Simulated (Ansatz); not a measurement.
Crystal: Tl.

```
Tl
1.0
     3.45600    0.00000    0.00000
    -1.72800    2.99298    0.00000
     0.00000    0.00000    5.52500
Tl
2
Direct
  0.66667 0.33333 0.75000
  0.33333 0.66667 0.25000
```

* Program: Ansatz 0.2.0
* Task: single point
* Functional: PBEsol
* Potentials or basis: all-electron LAPW, scalar-relativistic
* Cutoff: 167 eV (chosen from the basis error)
* Basis error allowed: 0.001 eV/atom
* k mesh: 9 × 9 × 5
* Occupations: fermi-dirac, width 0.05 eV
* Spin: no spin polarisation

On this cell: pressure 0.2 GPa; largest force under 0.003 eV/Å; band gap on the k mesh none (metal or under the smearing width).

The same run follows on a disturbed copy (atoms moved at random, drawn with an rms of 0.05 Å):

```
Tl
1.0
     3.45600    0.00000    0.00000
    -1.72800    2.99298    0.00000
     0.00000    0.00000    5.52500
Tl
2
Direct
  0.66750 0.31964 0.74125
  0.32903 0.66275 0.24287
```

Q: What changes?

A: The energy (extrapolated to zero smearing) moves by +0.1 meV/atom; pressure 0.2 GPa; largest force 0.026 eV/Å; band gap on the k mesh none (metal or under the smearing width).

Forces on the atoms (eV/Å):
```
Tl  -0.006  0.006  0.025
Tl   0.006 -0.006 -0.025
```

Stress tensor (GPa, compression positive):
```
-0.32  0.15  0.00
 0.15 -0.07  0.00
 0.00  0.00  1.10
```
